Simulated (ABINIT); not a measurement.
**A GW run on MgO (Periclase) in ABINIT, with inputs changed**

What do changed inputs do to GW on MgO (Periclase)?

Method: PBE and many-body steps on it, plane waves, in ABINIT 10.8.3.

The database entry behind the starting cell differs from later determinations by our own check (about 0.1 % long), so it need not match the best structure at ambient conditions.

**1. Starting point**

Symmetry: Fm-3m, No. 225, cubic system. Conventional cell: a = 4.217 Å, b = 4.217 Å, c = 4.217 Å, α = 90.00°, β = 90.00°, γ = 90.00°. Mg has 6 O at 2.11 Å nearest. O has 6 Mg at 2.11 Å nearest. Farther neighbours and most contacts between anions are not listed.

The cell and positions come from the Crystallography Open Database and are kept as given unless a step says otherwise.

**2. Screening, 6×6×6 mesh, 78 bands, screening to 217.7 eV**

This step: ABINIT 10.8.3; RPA screening on PBE, plane waves, norm-conserving pseudopotentials.

The RPA dielectric matrix is built and inverted for each q.

Contents of run.abi:

```
acell 3*1.0 Angstrom
rprim 
  -0.000000000000 2.108500000000 2.108500000000
  2.108500000000 0.000000000000 2.108500000000
  2.108500000000 2.108500000000 0.000000000000
ntypat 2
znucl 12 8
natom 2
typat 1 2
xred 
  0.000000000000 0.000000000000 0.000000000000
  0.500000000000 0.500000000000 0.500000000000
pp_dirpath "pseudos"
pseudos "Mg.upf, O.upf"
ecut 38
ngkpt 6 6 6
nshiftk 1
shiftk 0 0 0
kptopt 1
chksymbreak 0
istwfk *1
occopt 1
irdwfk 1
optdriver 3
nband 78
ecuteps 8
inclvkb 2
awtr 1
symchi 1
indata_prefix "in"
outdata_prefix "out"
tmpdata_prefix "tmp"
```

Launch:

```console
$ OMP_NUM_THREADS=1 mpirun -n 8 abinit run.abi > log
```

Output:

```text
.Version 10.8.3 of ABINIT. v10.8.2 released Aug 2026.

 Symmetries : space group Fm -3 m (#225); Bravais cF (face-center cubic)
[... echo of the input left out ...]
== DATASET  1 ==================================================================
-   mpi_nproc: 8, omp_nthreads: 1 (-1 if OMP is not activated)

--- !DatasetInfo
iteration_state: {dtset: 1, }
dimensions: {natom: 2, nkpt: 16, mband: 78, nsppol: 1, nspinor: 1, nspden: 1, mpw: 1430, }
cutoff_energies: {ecut:  38.0, pawecutdg:  -1.0, }
electrons: {nelect:   1.60000000E+01, charge:   0.00000000E+00, occopt:   1.00000000E+00, tsmear:   1.00000000E-02, }

 SCREENING: Calculation of the susceptibility and dielectric matrices

 Based on a program developped by R.W. Godby, V. Olevano, G. Onida, and L. Reining.
 Incorporated in ABINIT by V. Olevano, G.-M. Rignanese, and M. Torrent.
.Using double precision arithmetic ; gwpc =  8

[... cell and pseudopotentials left out ...]
--------------------------------------------------------------------------------

 ==== K-mesh for the wavefunctions ====
 Number of points in the irreducible wedge :    16
[... list of points left out ...]
 Together with 48 symmetry operations and time-reversal symmetry
 yields   216 points in the full Brillouin Zone.

 ==== Q-mesh for the screening function ====
 Number of points in the irreducible wedge :    16
[... list of points left out ...]
 Together with 48 symmetry operations and time-reversal symmetry
 yields   216 points in the full Brillouin Zone.

 setmesh: FFT mesh size selected  =    24x   24x   24
          total number of points  =        13824

 vcoul_init : cutoff-mode = AUXILIARY_FUNCTION
 q-points for optical limit:   1
     1)      0.000010    0.000020    0.000030

- screening: taking advantage of time-reversal symmetry
- Maximum band index for partially occupied states nbvw = 8
- Remaining bands to be divided among processors   nbcw = 70
- Number of bands treated by each node ~8

 Number of electrons calculated from density =   16.0000; Expected =   16.0000
 average of density, n =  0.126466
 r_s =    1.2359
 omega_plasma =   34.3038 [eV]

 calculating chi0 at frequencies [eV] :
  1    0.000000E+00    0.000000E+00
  2    0.000000E+00    3.430377E+01

--------------------------------------------------------------------------------
  q-point number  1        q = ( 0.000000, 0.000000, 0.000000) [r.l.u.]
--------------------------------------------------------------------------------
[... chi0 elements left out ...]
 For q-point:  0.000010 0.000020 0.000030
  dielectric constant =   3.0338
  dielectric constant without local fields =   3.2542

  Average fulfillment of the sum rule on Im[epsilon] for q-point    1 :     65.48  [%]
[... wings left out ...]
  q-point number  2        q = ( 0.166667, 0.000000, 0.000000) [r.l.u.]
--------------------------------------------------------------------------------
[... chi0 elements left out ...]
  Average fulfillment of the sum rule on Im[epsilon] for q-point    2 :     81.23  [%]

 [... 14 further q-points ...]
```

It took 22 s on 8 MPI ranks of Arm Neoverse V2, shared host; peak memory 1.1 GiB.

Numbers from this step:

| Item | Value |
| --- | --- |
| ε∞ with local fields, on this mesh, along the program's q direction | 3.034 |
| the same without local fields | 3.254 |
| plasma frequency | 34.30 eV |
| plane waves in the screening matrix | 137 |

Local fields lower ε∞ by 7 %.

**3. Base**

The self-energy is evaluated for the states that the input lists, and the levels follow from it, in one-shot runs by the linearised quasiparticle equation.

This step: G0W0 on PBE, plane waves, norm-conserving pseudopotentials.

run.abi: that of step 2 with these lines changed.

```diff
@@ -23,8 +23,15 @@
 irdwfk 1
-optdriver 3
+optdriver 4
 nband 78
+gwcalctyp 0
+ecutsigx 38
+symsigma 1
+nkptgw 1
+kptgw 
+  0.0000000000 0.0000000000 0.0000000000
+bdgw 
+  6 12
 ecuteps 8
-inclvkb 2
-awtr 1
-symchi 1
+irdscr 1
+ppmodel 1
 indata_prefix "in"
```

Output:

```text
.Version 10.8.3 of ABINIT. v10.8.2 released Aug 2026.

 Symmetries : space group Fm -3 m (#225); Bravais cF (face-center cubic)
[... echo of the input left out ...]
== DATASET  1 ==================================================================
-   mpi_nproc: 8, omp_nthreads: 1 (-1 if OMP is not activated)

--- !DatasetInfo
iteration_state: {dtset: 1, }
dimensions: {natom: 2, nkpt: 16, mband: 78, nsppol: 1, nspinor: 1, nspden: 1, mpw: 1430, }
cutoff_energies: {ecut:  38.0, pawecutdg:  -1.0, }
electrons: {nelect:   1.60000000E+01, charge:   0.00000000E+00, occopt:   1.00000000E+00, tsmear:   1.00000000E-02, }

 SIGMA: Calculation of the GW corrections

 Based on a program developped by R.W. Godby, V. Olevano, G. Onida, and L. Reining.
 Incorporated in ABINIT by V. Olevano, G.-M. Rignanese, and M. Torrent.
.Using double precision arithmetic ; gwpc =  8

[... cell and pseudopotentials left out ...]
--------------------------------------------------------------------------------

 ==== K-mesh for the wavefunctions ====
 Number of points in the irreducible wedge :    16
[... list of points left out ...]
 Together with 48 symmetry operations and time-reversal symmetry
 yields   216 points in the full Brillouin Zone.

 ==== Q-mesh for screening function ====
 Number of points in the irreducible wedge :    16
[... list of points left out ...]
 Together with 48 symmetry operations and time-reversal symmetry
 yields   216 points in the full Brillouin Zone.

 vcoul_init : cutoff-mode = AUXILIARY_FUNCTION
 q-points for optical limit:   1
     1)      0.000010    0.000020    0.000030
 setmesh: FFT mesh size selected  =    32x   32x   32
          total number of points  =        32768

 Number of electrons calculated from density =   16.0000; Expected =   16.0000
 average of density, n =  0.126466
 r_s =    1.2359
 omega_plasma =   34.3038 [eV]

 === KS Band Gaps ===
  >>>> For spin  1
   Minimum direct gap =   4.7331 [eV], located at k-point      :   0.0000  0.0000  0.0000
   Fundamental gap    =   4.7331 [eV], Top of valence bands at :   0.0000  0.0000  0.0000
                                       Bottom of conduction at :   0.0000  0.0000  0.0000
 SIGMA fundamental parameters:
 PLASMON POLE MODEL  1
 number of plane-waves for SigmaX                 1411
 number of plane-waves for SigmaC and W            137
 number of plane-waves for wavefunctions          1411
 number of bands                                    78
 number of independent spin polarizations            1
 number of spinorial components                      1
 number of k-points in IBZ                          16
 number of q-points in IBZ                          16
 number of symmetry operations                      48
 number of k-points in BZ                          216
 number of q-points in BZ                          216
 number of frequencies for dSigma/dE                 9
 frequency step for dSigma/dE [eV]                0.25
 number of omega for Sigma on real axis              0
 max omega for Sigma on real axis  [eV]           0.00
 zcut for avoiding poles [eV]                     0.10

 EPSILON^-1 parameters (SCR file):
 dimension of the eps^-1 matrix on file            137
 dimension of the eps^-1 matrix used               137
 number of plane-waves for wavefunctions          1411
 number of bands                                    78
 number of q-points in IBZ                          16
 number of frequencies                               2
 number of real frequencies                          1
 number of imag frequencies                          1

 matrix elements of self-energy operator (all in [eV])

 Perturbative Calculation

--- !SelfEnergy_ee
iteration_state: {dtset: 1, }
kpoint     : [   0.000,    0.000,    0.000, ]
spin       : 1
KS_gap     :    4.733
QP_gap     :    6.971
Delta_QP_KS:    2.238
data: !SigmaeeData |
     Band     E0 <VxcDFT>   SigX SigC(E0)      Z dSigC/dE  Sig(E)    E-E0       E
        6   4.693 -20.107 -25.567   3.873   0.807  -0.240 -21.387  -1.280   3.413
        7   4.693 -20.107 -25.567   3.873   0.807  -0.240 -21.387  -1.280   3.413
        8   4.693 -20.107 -25.567   3.873   0.807  -0.240 -21.387  -1.280   3.413
        9   9.426 -13.453  -8.885  -3.447   0.855  -0.170 -12.494   0.958  10.385
       10  20.632  -9.568  -3.679  -4.576   0.860  -0.163  -8.439   1.129  21.761
       11  20.632  -9.568  -3.679  -4.576   0.860  -0.163  -8.439   1.129  21.761
       12  20.632  -9.568  -3.679  -4.576   0.860  -0.163  -8.439   1.129  21.761

== END DATASET(S) ==============================================================
================================================================================

 -outvars: echo values of variables after computation  --------
           etotal      0.0000000000E+00
            nband          78
             nkpt          16
          spgroup         225
 [... the other variables as echoed above ...]

 Calculation completed.
```

The job ended after 2.7 s (8 MPI ranks; peak memory 0.14 GiB).

Numbers from this step:

- G0W0 gap on the points computed: 6.972 eV
- starting gap on the mesh: 4.733 eV
- k of the valence top: 0, 0, 0
- k of the conduction bottom: 0, 0, 0
- Z at the valence top: 0.807
- Z at the conduction bottom: 0.855
- least direct G0W0 gap on the computed points: 6.972 eV

The gap on the mesh goes from 4.73 eV to 6.97 eV, a correction of +2.24 eV.

**4. Fewer bands in the self-energy**

run.abi: that of step 3 with these lines changed.

```diff
@@ -24,3 +24,3 @@
 optdriver 4
-nband 78
+nband 14
 gwcalctyp 0
```

Output:

```text
.Version 10.8.3 of ABINIT. v10.8.2 released Aug 2026.

 Symmetries : space group Fm -3 m (#225); Bravais cF (face-center cubic)
[... echo of the input left out ...]
== DATASET  1 ==================================================================
-   mpi_nproc: 8, omp_nthreads: 1 (-1 if OMP is not activated)

--- !DatasetInfo
iteration_state: {dtset: 1, }
dimensions: {natom: 2, nkpt: 16, mband: 14, nsppol: 1, nspinor: 1, nspden: 1, mpw: 1430, }
cutoff_energies: {ecut:  38.0, pawecutdg:  -1.0, }
electrons: {nelect:   1.60000000E+01, charge:   0.00000000E+00, occopt:   1.00000000E+00, tsmear:   1.00000000E-02, }

 SIGMA: Calculation of the GW corrections

 Based on a program developped by R.W. Godby, V. Olevano, G. Onida, and L. Reining.
 Incorporated in ABINIT by V. Olevano, G.-M. Rignanese, and M. Torrent.
.Using double precision arithmetic ; gwpc =  8

[... cell and pseudopotentials left out ...]
--------------------------------------------------------------------------------

 ==== K-mesh for the wavefunctions ====
 Number of points in the irreducible wedge :    16
[... list of points left out ...]
 Together with 48 symmetry operations and time-reversal symmetry
 yields   216 points in the full Brillouin Zone.

 ==== Q-mesh for screening function ====
 Number of points in the irreducible wedge :    16
[... list of points left out ...]
 Together with 48 symmetry operations and time-reversal symmetry
 yields   216 points in the full Brillouin Zone.

 vcoul_init : cutoff-mode = AUXILIARY_FUNCTION
 q-points for optical limit:   1
     1)      0.000010    0.000020    0.000030
 setmesh: FFT mesh size selected  =    32x   32x   32
          total number of points  =        32768

 Number of electrons calculated from density =   16.0000; Expected =   16.0000
[...]
number of q-points in BZ                          216
 number of frequencies for dSigma/dE                 9
 frequency step for dSigma/dE [eV]                0.25
 number of omega for Sigma on real axis              0
 max omega for Sigma on real axis  [eV]           0.00
 zcut for avoiding poles [eV]                     0.10

 EPSILON^-1 parameters (SCR file):
 dimension of the eps^-1 matrix on file            137
 dimension of the eps^-1 matrix used               137
 number of plane-waves for wavefunctions          1411
 number of bands                                    78
 number of q-points in IBZ                          16
 number of frequencies                               2
 number of real frequencies                          1
 number of imag frequencies                          1

 matrix elements of self-energy operator (all in [eV])

 Perturbative Calculation

--- !SelfEnergy_ee
iteration_state: {dtset: 1, }
kpoint     : [   0.000,    0.000,    0.000, ]
spin       : 1
KS_gap     :    4.733
QP_gap     :    6.627
Delta_QP_KS:    1.894
data: !SigmaeeData |
     Band     E0 <VxcDFT>   SigX SigC(E0)      Z dSigC/dE  Sig(E)    E-E0       E
        6   4.693 -20.107 -25.567   5.230   0.816  -0.225 -20.294  -0.187   4.506
        7   4.693 -20.107 -25.567   5.230   0.816  -0.225 -20.294  -0.187   4.506
        8   4.693 -20.107 -25.567   5.230   0.816  -0.225 -20.294  -0.187   4.506
        9   9.426 -13.453  -8.885  -2.589   0.863  -0.159 -11.746   1.707  11.133
       10  20.632  -9.568  -3.679  -3.119   0.879  -0.137  -7.132   2.436  23.068
       11  20.632  -9.568  -3.679  -3.119   0.879  -0.137  -7.132   2.436  23.068
       12  20.632  -9.568  -3.679  -3.119   0.879  -0.137  -7.132   2.436  23.068

== END DATASET(S) ==============================================================
================================================================================

 -outvars: echo values of variables after computation  --------
           etotal      0.0000000000E+00
            nband          14
             nkpt          16
          spgroup         225
 [... the other variables as echoed above ...]

 Calculation completed.
```

The job ended after 1.9 s (8 MPI ranks; peak memory 0.13 GiB; 15 s of CPU time).

Numbers from this step:

```
G0W0 gap on the points computed              : 6.627 eV
starting gap on the mesh                     : 4.733 eV
k of the valence top                         : 0, 0, 0
k of the conduction bottom                   : 0, 0, 0
Z at the valence top                         : 0.816
Z at the conduction bottom                   : 0.863
least direct G0W0 gap on the computed points : 6.627 eV
```

**5. No symmetry in the self-energy**

run.abi: that of step 4 with these lines changed.

```diff
@@ -24,6 +24,6 @@
 optdriver 4
-nband 14
+nband 78
 gwcalctyp 0
 ecutsigx 38
-symsigma 1
+symsigma 0
 nkptgw 1
```

Output:

```text
.Version 10.8.3 of ABINIT. v10.8.2 released Aug 2026.

 Symmetries : space group Fm -3 m (#225); Bravais cF (face-center cubic)
[... echo of the input left out ...]
== DATASET  1 ==================================================================
-   mpi_nproc: 8, omp_nthreads: 1 (-1 if OMP is not activated)

--- !DatasetInfo
iteration_state: {dtset: 1, }
dimensions: {natom: 2, nkpt: 16, mband: 78, nsppol: 1, nspinor: 1, nspden: 1, mpw: 1430, }
cutoff_energies: {ecut:  38.0, pawecutdg:  -1.0, }
[...]
10  20.632  -9.568  -3.679  -4.576   0.860  -0.163  -8.439   1.129  21.761
       11  20.632  -9.568  -3.679  -4.577   0.860  -0.163  -8.439   1.129  21.761
       12  20.632  -9.568  -3.679  -4.576   0.860  -0.163  -8.439   1.129  21.761

== END DATASET(S) ==============================================================
================================================================================

 -outvars: echo values of variables after computation  --------
           etotal      0.0000000000E+00
            nband          78
             nkpt          16
          spgroup         225
 [... the other variables as echoed above ...]

 Calculation completed.
```

It took 15 s on 8 MPI ranks; peak memory 1 GiB; 1.9 min of CPU time.

Numbers from this step:

| Quantity | Value |
| --- | --- |
| G0W0 gap on the points computed | 6.971 eV |
| starting gap on the mesh | 4.733 eV |
| k of the valence top | 0, 0, 0 |
| k of the conduction bottom | 0, 0, 0 |
| least direct G0W0 gap on the computed points | 6.971 eV |

Against G0W0 in ABINIT (6×6×6 mesh, 78 bands, screening to 217.7 eV, Godby-Needs plasmon pole), the gap moves by −0.001 eV.

**6. Smaller part of the screening matrix**

run.abi: that of step 5 with these lines changed.

```diff
@@ -27,3 +27,3 @@
 ecutsigx 38
-symsigma 0
+symsigma 1
 nkptgw 1
@@ -33,3 +33,3 @@
   6 12
-ecuteps 8
+ecuteps 4
 irdscr 1
```

Output:

```text
.Version 10.8.3 of ABINIT. v10.8.2 released Aug 2026.

 Symmetries : space group Fm -3 m (#225); Bravais cF (face-center cubic)
[... echo of the input left out ...]
== DATASET  1 ==================================================================
-   mpi_nproc: 8, omp_nthreads: 1 (-1 if OMP is not activated)

--- !DatasetInfo
iteration_state: {dtset: 1, }
dimensions: {natom: 2, nkpt: 16, mband: 78, nsppol: 1, nspinor: 1, nspden: 1, mpw: 1430, }
cutoff_energies: {ecut:  38.0, pawecutdg:  -1.0, }
electrons: {nelect:   1.60000000E+01, charge:   0.00000000E+00, occopt:   1.00000000E+00, tsmear:   1.00000000E-02, }

 SIGMA: Calculation of the GW corrections

 Based on a program developped by R.W. Godby, V. Olevano, G. Onida, and L. Reining.
 Incorporated in ABINIT by V. Olevano, G.-M. Rignanese, and M. Torrent.
.Using double precision arithmetic ; gwpc =  8

[... cell and pseudopotentials left out ...]
--------------------------------------------------------------------------------

 ==== K-mesh for the wavefunctions ====
 Number of points in the irreducible wedge :    16
[... list of points left out ...]
 Together with 48 symmetry operations and time-reversal symmetry
 yields   216 points in the full Brillouin Zone.

 ==== Q-mesh for screening function ====
 Number of points in the irreducible wedge :    16
[... list of points left out ...]
 Together with 48 symmetry operations and time-reversal symmetry
 yields   216 points in the full Brillouin Zone.

 vcoul_init : cutoff-mode = AUXILIARY_FUNCTION
 q-points for optical limit:   1
     1)      0.000010    0.000020    0.000030
 setmesh: FFT mesh size selected  =    32x   32x   32
          total number of points  =        32768

 Number of electrons calculated from density =   16.0000; Expected =   16.0000
[...]
number of q-points in BZ                          216
 number of frequencies for dSigma/dE                 9
 frequency step for dSigma/dE [eV]                0.25
 number of omega for Sigma on real axis              0
 max omega for Sigma on real axis  [eV]           0.00
 zcut for avoiding poles [eV]                     0.10

 EPSILON^-1 parameters (SCR file):
 dimension of the eps^-1 matrix on file            137
 dimension of the eps^-1 matrix used                59
 number of plane-waves for wavefunctions          1411
 number of bands                                    78
 number of q-points in IBZ                          16
 number of frequencies                               2
 number of real frequencies                          1
 number of imag frequencies                          1

 matrix elements of self-energy operator (all in [eV])

 Perturbative Calculation

--- !SelfEnergy_ee
iteration_state: {dtset: 1, }
kpoint     : [   0.000,    0.000,    0.000, ]
spin       : 1
KS_gap     :    4.733
QP_gap     :    6.875
Delta_QP_KS:    2.142
data: !SigmaeeData |
     Band     E0 <VxcDFT>   SigX SigC(E0)      Z dSigC/dE  Sig(E)    E-E0       E
        6   4.693 -20.107 -25.567   3.919   0.812  -0.231 -21.358  -1.251   3.442
        7   4.693 -20.107 -25.567   3.919   0.812  -0.231 -21.358  -1.251   3.442
        8   4.693 -20.107 -25.567   3.919   0.812  -0.231 -21.358  -1.251   3.442
        9   9.426 -13.453  -8.885  -3.530   0.858  -0.165 -12.562   0.891  10.317
       10  20.632  -9.568  -3.679  -4.602   0.860  -0.163  -8.462   1.107  21.739
       11  20.632  -9.568  -3.679  -4.602   0.860  -0.163  -8.462   1.107  21.739
       12  20.632  -9.568  -3.679  -4.602   0.860  -0.163  -8.462   1.107  21.739

== END DATASET(S) ==============================================================
================================================================================

 -outvars: echo values of variables after computation  --------
           etotal      0.0000000000E+00
            nband          78
             nkpt          16
          spgroup         225
 [... the other variables as echoed above ...]

 Calculation completed.
```

It took 2.1 s on 8 MPI ranks; peak memory 0.12 GiB.

Numbers from this step:

| Item | Value |
| --- | --- |
| G0W0 gap on the points computed | 6.875 eV |
| starting gap on the mesh | 4.733 eV |
| k of the valence top | 0, 0, 0 |
| k of the conduction bottom | 0, 0, 0 |
| Z at the valence top | 0.812 |
| Z at the conduction bottom | 0.858 |
| least direct G0W0 gap on the computed points | 6.875 eV |

(Continued in part 2 of 2.)

[Paths, hosts, dates, memory and timing lines, banners, echoed tables and standing remarks are left out of the program output.]

[Logs are printed without paths, hosts, clocks, repeated set-up lines and the standing remarks that a program may print on its own settings, such as how far it seeks lower states.]

[Runs of the session that timed out or met a known fault of the program may be left out.]

[Hosts, paths, dates, database ids (printed as entryN), source tags and the programs' standing remarks are cut or masked in the printed files.]

[G0W0 gaps are taken among the corrected bands and points alone; a level outside them can change the order at an edge.]

[Where Ansatz stands beside ABINIT at settings called matched, ABINIT's density can come from a denser mesh and the files from another edition; pairs whose starting gaps differed by over 0.03 eV were left out, so agreement reads better than it is.]
